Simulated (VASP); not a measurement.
Output of a VASP run:

**OSZICAR**
```
       N       E                     dE             d eps       ncg     rms          rms(c)
DAV:   1     0.594943317976E+02    0.59494E+02   -0.69174E+03   480   0.116E+03
DAV:   2    -0.374220412545E+02   -0.96916E+02   -0.89076E+02   708   0.186E+02
DAV:   3    -0.452768161910E+02   -0.78548E+01   -0.78228E+01   588   0.600E+01
DAV:   4    -0.453620016538E+02   -0.85185E-01   -0.85131E-01   556   0.730E+00
DAV:   5    -0.453627150406E+02   -0.71339E-03   -0.71331E-03   600   0.654E-01    0.169E+00
DAV:   6    -0.422365924899E+02    0.31261E+01   -0.57184E-01   532   0.651E+00    0.140E+00
DAV:   7    -0.410327199729E+02    0.12039E+01   -0.48425E-01   532   0.563E+00    0.546E-01
DAV:   8    -0.417612451594E+02   -0.72853E+00   -0.36284E-01   484   0.634E+00    0.441E-01
DAV:   9    -0.417315415319E+02    0.29704E-01   -0.16347E-01   488   0.483E+00    0.263E-01
DAV:  10    -0.417555881172E+02   -0.24047E-01   -0.16649E-01   480   0.466E+00    0.827E-02
DAV:  11    -0.417321398406E+02    0.23448E-01   -0.23791E-02   504   0.191E+00    0.622E-02
DAV:  12    -0.417400151675E+02   -0.78753E-02   -0.83122E-03   496   0.111E+00    0.496E-02
DAV:  13    -0.417385281819E+02    0.14870E-02   -0.29310E-04   588   0.197E-01    0.347E-02
DAV:  14    -0.417419838098E+02   -0.34556E-02   -0.16592E-03   488   0.524E-01    0.857E-03
DAV:  15    -0.417420210491E+02   -0.37239E-04   -0.63758E-05   548   0.107E-01    0.586E-03
DAV:  16    -0.417420339682E+02   -0.12919E-04   -0.21169E-06   548   0.193E-02    0.546E-03
DAV:  17    -0.417420175975E+02    0.16371E-04   -0.68827E-06   508   0.381E-02    0.322E-03
DAV:  18    -0.417420428296E+02   -0.25232E-04   -0.17906E-05   496   0.607E-02    0.159E-03
DAV:  19    -0.417420436486E+02   -0.81903E-06   -0.38816E-07   560   0.694E-03    0.111E-03
DAV:  20    -0.417420432121E+02    0.43650E-06   -0.12188E-07   360   0.449E-03    0.824E-04
DAV:  21    -0.417420438659E+02   -0.65377E-06   -0.22173E-07   432   0.602E-03    0.232E-04
DAV:  22    -0.417420439067E+02   -0.40867E-07   -0.18726E-08   280   0.178E-03
   1 F= -.41742044E+02 E0= -.41742044E+02  d E =-.688294E-14
```

**OUTCAR**
```
------------------------ aborting loop because EDIFF is reached ----------------------------------------
  FORCE on cell =-STRESS in cart. coord.  units (eV):
  Direction    XX          YY          ZZ          XY          YZ          ZX
  --------------------------------------------------------------------------------------
  Total       -0.2476125     -0.2476125     -0.2476125      0.0000000      0.0000000      0.0000000
  in kB       -4.9445606     -4.9445606     -4.9445606      0.0000000      0.0000000      0.0000000
  external PRESSURE =      -4.9445606 kB  Pullay stress =       0.0000000 kB
  volume of cell :       80.23
      direct lattice vectors                 reciprocal lattice vectors
     4.313056439  0.000000000  0.000000000     0.231854142  0.000000000  0.000000000
     0.000000000  4.313056439  0.000000000     0.000000000  0.231854142  0.000000000
     0.000000000  0.000000000  4.313056439     0.000000000  0.000000000  0.231854142
 POSITION                                       TOTAL-FORCE (eV/Angst)
 -----------------------------------------------------------------------------------
      0.00000      0.00000      0.00000         0.000000      0.000000      0.000000
      2.15653      2.15653      2.15653         0.000000      0.000000      0.000000
 -----------------------------------------------------------------------------------
    total drift:                                0.000000      0.000000     -0.000000
  FREE ENERGIE OF THE ION-ELECTRON SYSTEM (eV)
  ---------------------------------------------------
  free  energy   TOTEN  =       -41.7420439067 eV

  energy  without entropy=      -41.7420439067  energy(sigma->0) =      -41.74204391
```
(Selected blocks of OUTCAR.)

File POSCAR:
```
CsBr
1
    4.3130564391     0.0000000000     0.0000000000
    0.0000000000     4.3130564391     0.0000000000
    0.0000000000     0.0000000000     4.3130564391
Cs Br
1 1
Direct
  0.0000000000   0.0000000000   0.0000000000
  0.5000000000   0.5000000000   0.5000000000
```

Task: Reconstruct the remaining input files.

Result: Several could match; the one computed here: the input of the run itself, r2SCAN+rVV10, plane waves, VASP's PBE PAW potentials (set 64).

**INCAR**
```
ALGO = Normal
BPARAM = 11.95
CPARAM = 0.0093
EDIFF = 1E-7
ENCUT = 520
ISIF = 2
ISMEAR = 0
LASPH = .TRUE.
LCHARG = .FALSE.
LMAXMIX = 4
LMIXTAU = .TRUE.
LREAL = .FALSE.
LUSE_VDW = .TRUE.
LWAVE = .FALSE.
METAGGA = R2SCAN
NELM = 100
PREC = Accurate
SIGMA = 0.05
SYSTEM = CsBr
```

File KPOINTS:
```
Automatic mesh
0
Gamma
6 6 6
0 0 0
```

POTCAR, in this order: Cs_sv Br (PBE.64 set). Program: vasp_std.

The compound is CsBr in the CsCl type structure. This cell is one point of a volume scan, at 1.03 of the reference volume.
